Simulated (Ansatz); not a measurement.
Al: enthalpy against pressure

Al, Fm-3m, a = 4.015 Å. Ansatz: PBEsol, PAW, 420 eV, Γ-centred 18×18×18 mesh on 1 atom, Gaussian smearing 0.10 eV; no spin polarisation. Cell and atoms are relaxed at each pressure, and no other structure is tried, so the rows at high pressure may lie past a change of phase. y is the enthalpy over the state at zero pressure; there V0 = 16.185 Å³/atom. The pressures are the targets, met within 0.06 GPa.

| P (GPa) | y (eV/atom) |
| --- | --- |
| -3.0 | -0.3092 |
| 0.0 | 0.0000 |
| 3.0 | 0.2977 |
| 8.0 | ? |
| 15.0 | 1.4068 |
| 30.0 | 2.6679 |
| 60.0 | 4.9403 |

**Question.** Fit y = c1 P + c2 P² + c3 P³ to the other rows, say what c1 and c2 mean, and predict the missing value.

**Answer.** Least squares on the rows shown. y = 0.10029 P − 0.00046066 P² + 2.6923×10⁻⁶ P³. Since dH/dP = V, c1 is V0: 0.10029 eV/GPa × 160.2 = 16.066 Å³ against 16.185; c2 = −V0/(2B0) gives B0 = 109 GPa, where a Birch–Murnaghan fit to the volumes of the same runs (not shown) gives 81 GPa: a cubic over this range folds the higher terms into c2. Above P = −c2/(3 c3) = 57 GPa the cubic's slope, the volume, would rise with pressure, so the form fails there. At P = 8.0 the fit asked for gives 0.7742 eV/atom. The run gave 0.7736 eV/atom, so the fit is 0.0006 eV/atom too high, within the rms miss on the fitted rows (0.0024 eV/atom).

The mesh isn't the same in all rows (18×18×18, 20×20×20).